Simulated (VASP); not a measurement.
# BN in VASP: further runs

One slab, BN, is run at these levels: PBE; tasks: single point.

All numbers are computed with VASP 6.6.1; they aren't measurements. Logs are shortened: lines on timing, memory, paths and dates and some standing lists are left out, and cuts for length are marked.

**1. The structure**

The cell holds a slab with vacuum, 2 atoms: a = 2.498 Å, b = 2.498 Å, c = 6.000 Å, α = 90.00°, β = 90.00°, γ = 120.00°.

**2. Single point, PBE**

Input file INCAR:

```
ALGO = Normal
EDIFF = 1E-7
ENCUT = 460
GGA = PE
IDIPOL = 3
ISIF = 2
ISMEAR = 0
LASPH = True
LCHARG = False
LREAL = False
LVACPOTAV = True
LVHAR = True
LWAVE = False
NBANDS = 14
NELM = 120
PREC = Accurate
SIGMA = 0.05
```

Input file KPOINTS:

```
k-points
0
Gamma
  10 10 1
```

Input file POSCAR:

```
BN
1.0
    2.4982400000      0.0000000000      0.0000000000
   -1.2491200000      2.1635393000      0.0000000000
    0.0000000000      0.0000000000      6.0000000000
N B
1 1
Direct
    0.3333333333      0.6666666667      0.5000000000
    0.6666666667      0.3333333333      0.5000000000
```

Potentials or basis: VASP PAW PBE potentials, release 64 (N, B).

On the command line:

```bash
$ cat potpaw_PBE.64/N/POTCAR potpaw_PBE.64/B/POTCAR > POTCAR
$ mpirun -np 1 vasp_std > vasp.out
```

OUTCAR:

```text
EDIFF = 1E-7
   ENCUT = 460
   GGA = PE
   ISIF = 2
   ISMEAR = 0
   LASPH = True
   LREAL = False
   NELM = 120
   PREC = Accurate

 Found     14 irreducible k-points:

 Following reciprocal coordinates:
            Coordinates               Weight
  0.000000  0.000000  0.000000      1.000000
  0.100000  0.000000  0.000000      6.000000
  0.200000  0.000000  0.000000      6.000000
  0.300000  0.000000  0.000000      6.000000
  0.400000 -0.000000  0.000000      6.000000
  0.500000  0.000000  0.000000      3.000000
   k-points           NKPTS =     14   k-points in BZ     NKDIM =     14   number of bands    NBANDS=     14
   number of dos      NEDOS =    301   number of ions     NIONS =      2
   total plane-waves  NPLWV =  13608
   dimension x,y,z NGX =    18 NGY =   18 NGZ =   42
   dimension x,y,z NGXF=    36 NGYF=   36 NGZF=   84
   ions per type =               1   1
   NGX,Y,Z   is equivalent  to a cutoff of  11.98, 11.98, 11.64 a.u.
   NGXF,Y,Z  is equivalent  to a cutoff of  23.96, 23.96, 23.27 a.u.
 SYSTEM =  unknown system
   PREC   = accura    normal or accurate (medium, high low for compatibility)
   ISTART =      0    job   : 0-new  1-cont  2-samecut
   ICHARG =      2    charge: 1-file 2-atom 10-const
   ISPIN  =      1    spin polarized calculation?
   LNONCOLLINEAR =      F non collinear calculations
   LSORBIT =      F    spin-orbit coupling
   LASPH  =      T    aspherical Exc in radial PAW
   ENCUT  =  460.0 eV  33.81 Ry    5.81 a.u.   4.37  4.37 10.49*2*pi/ulx,y,z
   NELM   =    120;   NELMIN=  2; NELMDL= -5     # of ELM steps
   EDIFF  = 0.1E-06   stopping-criterion for ELM
   LREAL  =      F    real-space projection
   EDIFFG = 0.1E-05   stopping-criterion for IOM
   NSW    =      0    number of steps for IOM
   IBRION =     -1    ionic relax: 0-MD 1-quasi-New 2-CG
   NFREE  =      0    steps in history (QN), initial steepest desc. (CG)
   ISIF   =      2    stress and relaxation
   ISYM   =      2    0-nonsym 1-usesym 2-fastsym
   POTIM  = 0.5000    time-step for ionic-motion
   TEBEG  =    0.0;   TEEND  =   0.0 temperature during run
   PSTRESS=    0.0 pullay stress
   NELECT =       8.0000    total number of electrons
   NUPDOWN=      -1.0000    fix difference up-down
   EMIN   =  10.00;   EMAX   =-10.00  energy-range for DOS
   EFERMI =   0.00;   METHOD = LEGACY
   ISMEAR =     0;   SIGMA  =   0.05  broadening in eV -4-tet -1-fermi 0-gaus
   EFERMI_NEDOS =   21; number of points for ismear=-14 and -15
   IALGO  =     38    algorithm
   IMIX   =      4    mixing-type and parameters
     AMIX     =   0.40;   BMIX     =  1.00
     AMIX_MAG =   1.60;   BMIX_MAG =  1.00
  volume/ion in A,a.u.               =      16.22       109.43
  Fermi-wavevector in a.u.,A,eV,Ry     =   1.026726  1.940232 14.342816  1.054167
  Thomas-Fermi vector in A             =   2.160634
   LORBIT       =      0    0 simple, 1 ext, 2 COOP (PROOUT), +10 PAW based schemes
   GGA     = PE    functional components
   LHFCALC =     F    Hartree Fock is set to
   AEXX    =    0.0000 exact exchange contribution
   IVDW    =     0    specifies the selected vdW correction
   LEPSILON=     F    determine dielectric tensor
   LRPA    =     F    only Hartree local field effects (RPA)
 non-spin polarized calculation
 Gauss-broadening in eV      SIGMA  =   0.05
  energy-cutoff  :      460.00
  volume of cell :       32.43
 maximum number of plane-waves:       759
 NGX is ok and might be reduce to    18
   NGX =  9   NGY =  9   NGZ = 21

 number of electron       7.9999997 magnetization

 Free energy of the ion-electron system (eV)
  ---------------------------------------------------
  ext. energy  EPLUGINS =         0.00000000
  ---------------------------------------------------
  free energy    TOTEN  =       -17.57849055 eV

  energy without entropy =      -17.57849055  energy(sigma->0) =      -17.57849055

 E-fermi :  -1.2070     XC(G=0):  -6.5462

 val. band max:       -1.4368896414   @ k =   0.3000   0.3000   0.0000
 cond. band min:       2.8557033739   @ k =   0.0000   0.0000   0.0000
 fundamental gap:      4.2925930153
 Fermi energy:        -1.2069563722

 k-point     1 :       0.0000    0.0000    0.0000
  band No.  band energies     occupation
      1     -18.9632      2.00000
      2      -6.5274      2.00000
      3      -2.5794      2.00000
      4      -2.5794      2.00000
      5       2.8557      0.00000
      6       8.1924      0.00000
      7      10.2259      0.00000
      8      10.3998      0.00000
      9      10.3998      0.00000
     10      13.0865      0.00000
     11      15.1013      0.00000
     12      24.3710      0.00000
     13      25.9551      0.00000
     14      28.6939      0.00000

 k-point     2 :       0.1000    0.0000    0.0000
  band No.  band energies     occupation
      1     -18.7700      2.00000
      2      -6.2680      2.00000
      3      -3.3709      2.00000
      4      -2.9448      2.00000
      5       3.1877      0.00000
      6       8.2767      0.00000
      7      10.0839      0.00000
      8      10.9012      0.00000
      9      11.2501      0.00000
     10      12.5888      0.00000
     11      15.5768      0.00000
     12      24.7514      0.00000
     13      24.8341      0.00000
     14      27.0418      0.00000

 k-point     3 :       0.2000    0.0000    0.0000
  band No.  band energies     occupation
      1     -18.2066      2.00000
      2      -5.5077      2.00000
      3      -5.2539      2.00000
      4      -3.7688      2.00000
      5       4.1357      0.00000
      6       8.0964      0.00000
      7       9.7346      0.00000
      8      11.7558      0.00000
      9      12.1996      0.00000
     10      13.4761      0.00000
     11      16.6768      0.00000
     12      21.8771      0.00000
     13      23.4723      0.00000
     14      24.9828      0.00000

 k-point     4 :       0.3000    0.0000    0.0000
  band No.  band energies     occupation
      1     -17.3380      2.00000
      2      -7.4481      2.00000
      3      -4.6074      2.00000
      4      -4.3191      2.00000
      5       5.6482      0.00000
      6       6.6522      0.00000
      7       9.4333      0.00000
      8      12.0539      0.00000
      9      13.8141      0.00000
     10      16.4437      0.00000
     11      17.1947      0.00000
     12      19.4764      0.00000
     13      20.1443      0.00000
     14      23.4426      0.00000

 k-point     5 :       0.4000   -0.0000    0.0000
  band No.  band energies     occupation
      1     -16.3644      2.00000
      2      -9.3377      2.00000
      3      -5.1894      2.00000
      4      -2.9366      2.00000
      5       4.6351      0.00000
      6       7.5598      0.00000
      7       9.4120      0.00000
      8      13.2481      0.00000
      9      13.8358      0.00000
     10      16.2662      0.00000
     11      17.8297      0.00000
     12      19.3352      0.00000
     13      20.0389      0.00000
     14      22.5068      0.00000

 k-point     6 :       0.5000    0.0000    0.0000
  band No.  band energies     occupation
      1     -15.8545      2.00000
      2     -10.1701      2.00000
      3      -5.3945      2.00000
      4      -2.1622      2.00000
      5       3.5856      0.00000
      6       8.4895      0.00000
      7      10.7090      0.00000
      8      11.2470      0.00000
      9      14.0709      0.00000
     10      17.0538      0.00000
     11      17.1965      0.00000
     12      19.8950      0.00000
     13      20.6931      0.00000
     14      22.1934      0.00000

 [... further k-points ...]

------------------------ aborting loop because EDIFF is reached ----------------------------------------

 dipolmoment           0.000000      0.000000     -0.000000 electrons x Angstroem

  FORCE on cell =-STRESS in cart. coord.  units (eV):
  Direction    XX          YY          ZZ          XY          YZ          ZX
  --------------------------------------------------------------------------------------
  -------------------------------------------------------------------------------------
  Total        0.5986128      0.5986128      0.0853062      0.0000000     -0.0000000      0.0000000
  in kB       29.5737483     29.5737482      4.2144515      0.0000000     -0.0000000      0.0000000
  external PRESSURE =      21.1206493 kB  Pullay stress =       0.0000000 kB

 VOLUME and BASIS-vectors are now :
 -----------------------------------------------------------------------------
  energy-cutoff  :      460.00
  volume of cell :       32.43
      direct lattice vectors                 reciprocal lattice vectors
     2.498240000  0.000000000  0.000000000     0.400281798  0.231102805  0.000000000
    -1.249120000  2.163539300  0.000000000     0.000000000  0.462205609  0.000000000
     0.000000000  0.000000000  6.000000000     0.000000000  0.000000000  0.166666667

 POSITION                                       TOTAL-FORCE (eV/Angst)
 -----------------------------------------------------------------------------------
     -0.00000      1.44236      3.00000        -0.000000      0.000000      0.000000
      1.24912      0.72118      3.00000         0.000000      0.000000      0.000000
 -----------------------------------------------------------------------------------
    total drift:                                0.000002     -0.000001     -0.000000

  FREE ENERGIE OF THE ION-ELECTRON SYSTEM (eV)
  ---------------------------------------------------
  free  energy   TOTEN  =       -17.5784905461 eV

  energy  without entropy=      -17.5784905461  energy(sigma->0) =      -17.57849055
```

It took 5.6 s on 1 thread of Intel Xeon Platinum 8259CL at 2.50GHz (Skylake/Cascade Lake), shared host; peak memory 0.13 GiB.

These settings aren't checked as converged: the numbers below hold their error.

What came out:

```yaml
Free_energy: -17.5785 eV
Band_gap_on_the_k_mesh: 4.29 eV, indirect (least direct gap 5.05 eV)
```

Caveat: the cutoff is under 1.25 times the usual one of these potentials, so pressure, stress and relaxed cells hold a basis-set (Pulay) error.

**3. Single point, PBE**

This run uses another cell than the first one, of 32.43 Å³/atom, 2.000 times its volume.

INCAR: that of step 2 with these lines changed.

```diff
@@ -1,4 +1,5 @@
 ALGO = Normal
+DIPOL = 0.5 0.5 0.500
 EDIFF = 1E-7
-ENCUT = 460
+ENCUT = 340
 GGA = PE
@@ -9,2 +10,3 @@
 LCHARG = False
+LDIPOL = True
 LREAL = False
```

KPOINTS is that of step 2.

POSCAR: that of step 2 with these lines changed.

```diff
@@ -4,3 +4,3 @@
    -1.2491200000      2.1635393000      0.0000000000
-    0.0000000000      0.0000000000      6.0000000000
+    0.0000000000      0.0000000000     12.0000000000
 N B
```

Potentials or basis: VASP PAW PBE potentials, release 64 (N, B).

On the command line:

```bash
$ cat potpaw_PBE.64/N/POTCAR potpaw_PBE.64/B/POTCAR > POTCAR
$ mpirun -np 1 vasp_std > vasp.out
```

OUTCAR:

```text
EDIFF = 1E-7
   ENCUT = 340
   GGA = PE
   ISIF = 2
   ISMEAR = 0
   LASPH = True
   LREAL = False
   NELM = 120
   PREC = Accurate

 Found     14 irreducible k-points:

 Following reciprocal coordinates:
            Coordinates               Weight
  0.000000  0.000000  0.000000      1.000000
  0.100000  0.000000  0.000000      6.000000
  0.200000  0.000000  0.000000      6.000000
  0.300000  0.000000  0.000000      6.000000
  0.400000 -0.000000  0.000000      6.000000
  0.500000  0.000000  0.000000      3.000000
   k-points           NKPTS =     14   k-points in BZ     NKDIM =     14   number of bands    NBANDS=     14
   number of dos      NEDOS =    301   number of ions     NIONS =      2
   total plane-waves  NPLWV =  18432
   dimension x,y,z NGX =    16 NGY =   16 NGZ =   72
   dimension x,y,z NGXF=    32 NGYF=   32 NGZF=  144
   ions per type =               1   1
   NGX,Y,Z   is equivalent  to a cutoff of  10.65, 10.65,  9.97 a.u.
   NGXF,Y,Z  is equivalent  to a cutoff of  21.29, 21.29, 19.95 a.u.
 SYSTEM =  unknown system
   PREC   = accura    normal or accurate (medium, high low for compatibility)
   ISTART =      0    job   : 0-new  1-cont  2-samecut
   ICHARG =      2    charge: 1-file 2-atom 10-const
   ISPIN  =      1    spin polarized calculation?
   LNONCOLLINEAR =      F non collinear calculations
   LSORBIT =      F    spin-orbit coupling
   LASPH  =      T    aspherical Exc in radial PAW
   ENCUT  =  340.0 eV  24.99 Ry    5.00 a.u.   3.76  3.76 18.04*2*pi/ulx,y,z
   NELM   =    120;   NELMIN=  2; NELMDL= -5     # of ELM steps
   EDIFF  = 0.1E-06   stopping-criterion for ELM
   LREAL  =      F    real-space projection
   EDIFFG = 0.1E-05   stopping-criterion for IOM
   NSW    =      0    number of steps for IOM
   IBRION =     -1    ionic relax: 0-MD 1-quasi-New 2-CG
   NFREE  =      0    steps in history (QN), initial steepest desc. (CG)
   ISIF   =      2    stress and relaxation
   ISYM   =      2    0-nonsym 1-usesym 2-fastsym
   POTIM  = 0.5000    time-step for ionic-motion
   TEBEG  =    0.0;   TEEND  =   0.0 temperature during run
   PSTRESS=    0.0 pullay stress
   NELECT =       8.0000    total number of electrons
   NUPDOWN=      -1.0000    fix difference up-down
   EMIN   =  10.00;   EMAX   =-10.00  energy-range for DOS
   EFERMI =   0.00;   METHOD = LEGACY
   ISMEAR =     0;   SIGMA  =   0.05  broadening in eV -4-tet -1-fermi 0-gaus
   EFERMI_NEDOS =   21; number of points for ismear=-14 and -15
[... 28 lines left out ...]
 Free energy of the ion-electron system (eV)
  ---------------------------------------------------
  ext. energy  EPLUGINS =         0.00000000
  ---------------------------------------------------
  free energy    TOTEN  =       -17.56834239 eV

  energy without entropy =      -17.56834239  energy(sigma->0) =      -17.56834239

 E-fermi :  -3.4642     XC(G=0):  -3.5408

 val. band max:       -3.7286029947   @ k =   0.3000   0.3000   0.0000
 cond. band min:       1.0601980925   @ k =   0.0000   0.0000   0.0000
 fundamental gap:      4.7888010872
 Fermi energy:        -3.4642118657

 k-point     1 :       0.0000    0.0000    0.0000
  band No.  band energies     occupation
      1     -21.3162      2.00000
      2      -8.8516      2.00000
      3      -4.8912      2.00000
      4      -4.8912      2.00000
      5       1.0602      0.00000
      6       2.2985      0.00000
      7       2.9677      0.00000
      8       6.0027      0.00000
      9       6.8937      0.00000
     10       8.1042      0.00000
     11       8.1042      0.00000
     12       9.6551      0.00000
     13      10.5238      0.00000
     14      13.4131      0.00000
[... 71 lines left out ...]
      1     -18.2205      2.00000
      2     -12.4887      2.00000
      3      -7.7045      2.00000
      4      -4.4656      2.00000
      5       1.2639      0.00000
      6       6.2467      0.00000
      7       8.9249      0.00000
      8       9.3204      0.00000
      9       9.7505      0.00000
     10      10.4719      0.00000
     11      10.8509      0.00000
     12      11.1153      0.00000
     13      12.9891      0.00000
     14      14.3640      0.00000

 [... further k-points ...]

------------------------ aborting loop because EDIFF is reached ----------------------------------------

  FORCE on cell =-STRESS in cart. coord.  units (eV):
  Direction    XX          YY          ZZ          XY          YZ          ZX
  --------------------------------------------------------------------------------------
  -------------------------------------------------------------------------------------
  Total       -0.6405511     -0.6405511     -1.7091564      0.0000000     -0.0000000     -0.0000000
  in kB      -15.8228307    -15.8228306    -42.2194147      0.0000000     -0.0000000     -0.0000000
  external PRESSURE =     -24.6216920 kB  Pullay stress =       0.0000000 kB

 VOLUME and BASIS-vectors are now :
 -----------------------------------------------------------------------------
  energy-cutoff  :      340.00
  volume of cell :       64.86
      direct lattice vectors                 reciprocal lattice vectors
     2.498240000  0.000000000  0.000000000     0.400281798  0.231102805  0.000000000
    -1.249120000  2.163539300  0.000000000     0.000000000  0.462205609  0.000000000
     0.000000000  0.000000000 12.000000000     0.000000000  0.000000000  0.083333333

 POSITION                                       TOTAL-FORCE (eV/Angst)
 -----------------------------------------------------------------------------------
     -0.00000      1.44236      6.00000        -0.000000      0.000000      0.000000
      1.24912      0.72118      6.00000         0.000000      0.000000      0.000000
 -----------------------------------------------------------------------------------
    total drift:                                0.000002     -0.000001      0.000000

  FREE ENERGIE OF THE ION-ELECTRON SYSTEM (eV)
  ---------------------------------------------------
  free  energy   TOTEN  =       -17.5683423919 eV

  energy  without entropy=      -17.5683423919  energy(sigma->0) =      -17.56834239

 vacuum level on the upper side and lower side of the slab         2.253         2.253
```

OSZICAR:

```text
N       E                     dE             d eps       ncg     rms          rms(c)
DAV:   1     0.241706859301E+02    0.24171E+02   -0.29662E+03   416   0.312E+02
DAV:   2    -0.174470920719E+02   -0.41618E+02   -0.39243E+02   538   0.102E+02
DAV:   3    -0.194298616269E+02   -0.19828E+01   -0.19774E+01   474   0.237E+01
[... 11 lines left out ...]
DAV:  15    -0.175683200586E+02   -0.20132E-03   -0.30567E-05   442   0.170E-02    0.152E-03
DAV:  16    -0.175683404761E+02   -0.20418E-04   -0.14973E-06   398   0.427E-03    0.121E-03
DAV:  17    -0.175683422130E+02   -0.17370E-05   -0.82231E-08   460   0.129E-03    0.164E-04
DAV:  18    -0.175683423764E+02   -0.16337E-06   -0.43827E-09   428   0.346E-04    0.621E-05
DAV:  19    -0.175683423919E+02   -0.15515E-07   -0.36251E-10   436   0.831E-05
   1 F= -.17568342E+02 E0= -.17568342E+02  d E =-.121677E-14
```

stdout:

```text
POSCAR found type information on POSCAR N B
 POSCAR found :  2 types and       2 ions
 scaLAPACK will be used
 LDA part: xc-table for (Slater+PW92), standard interpolation
 POSCAR, INCAR and KPOINTS ok, starting setup
 FFT: planning ... GRIDC
 FFT: planning ... GRID_SOFT
 FFT: planning ... GRID
 WAVECAR not read
 entering main loop
 -----------------------------------------------------------------------------
|                                                                             |
|           W    W    AA    RRRRR   N    N  II  N    N   GGGG   !!!           |
|           W    W   A  A   R    R  NN   N  II  NN   N  G    G  !!!           |
|           W    W  A    A  R    R  N N  N  II  N N  N  G       !!!           |
|           W WW W  AAAAAA  RRRRR   N  N N  II  N  N N  G  GGG   !            |
|           WW  WW  A    A  R   R   N   NN  II  N   NN  G    G                |
|           W    W  A    A  R    R  N    N  II  N    N   GGGG   !!!           |
|                                                                             |
|     Did not find any points to average over, which means that no vacuum     |
|     field-free region was found. Please increase the size of  your cell     |
|     in the dimension of the dipole correction to obtain accurate            |
|     workfunction values.                                                    |
|                                                                             |
 -----------------------------------------------------------------------------
```

It took 7.2 s on 1 thread of Intel Xeon Platinum 8259CL at 2.50GHz (Skylake/Cascade Lake), shared host; peak memory 0.14 GiB.

The run converged, but a check on its numbers failed (symmetry, net force, bounds or a known fault of this set-up), so they aren't taken as properties of the slab.

Caveat: the cutoff lies under the usual one of these potentials, so the numbers hold a large basis-set error.

(Continued in part 2 of 2.)
